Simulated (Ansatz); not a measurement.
Rock-salt NaBr

These are HSE06 (Ansatz, an electronic-structure program, plane waves, PAW) values and carry that method's errors.

Run with plane-wave cutoff 500 eV, 6×6×1 k mesh (along the axes of the cell as run), gaussian smearing 0.02 eV, scalar-relativistic PAW data made under PBE.

Cell: relaxed at this level.

```
Quantity                              Value
--------------------------------  ---------
surface energy of the (100) face  0.13 J/m²
ionisation potential of the slab    7.18 eV
```

The slab of 12 atoms is relaxed and unreconstructed.

Computed values are for the static lattice.

Computing time: very roughly 50 core-minutes.
